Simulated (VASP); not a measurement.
## Bi under changes of volume

One of the cells (34.286 Å³/atom); the others are scaled copies at fixed shape and fractional positions:

```
Bi
1.0
     3.25982    0.00000    0.00000
     0.00000    3.24298    0.00000
    -0.08099    0.00000    6.48656
Bi
2
Direct
  0.54425 0.00000 0.74958
  0.45575 0.00000 0.25042
```

This isn't the form of Bi at room conditions, which is rhombohedral.

| Quantity | Value |
| --- | --- |
| Program | VASP 6.6.1 |
| Functional | PBEsol |
| Potentials or basis | VASP PAW PBE potentials, release 64 (Bi_d) |
| Cutoff | 520 eV |
| k mesh | 8 × 8 × 4 |
| Occupations | fermi-dirac, width 0.05 eV |
| Spin | no spin polarisation |

```tsv
volume (Å³/atom)	energy over the lowest point (meV/atom)	pressure (GPa)	largest force (eV/Å)
31.597	16.04	3.2	0.024
32.270	5.27	1.8	0.017
32.942	0.00	0.6	0.014
34.286	3.62	-1.5	0.015
34.959	?	?	?
35.631	22.81	-3.1	0.023
```

Q: What does the run at 34.959 Å³/atom give?

A: Energy over the lowest point 11.48 meV/atom; pressure -2.4 GPa; largest force 0.019 eV/Å.

Worked out: A Birch-Murnaghan fit of order 3 (a polynomial in V^(-2/3)) to the other rows has its minimum at 33.33 Å³/atom with B0 = V·E''(V) = 54 GPa and B' = 4.8 at fixed shape and positions, which overstates the stiffness. It gives 11.49 meV/atom at 34.959 Å³/atom, against the run's 11.48, and -dE/dV = -2.3 GPa, against -2.4.

Energies are extrapolated to zero smearing.

Caveats: the PAW data sets were made with another functional, which shifts forces and pressure a little.
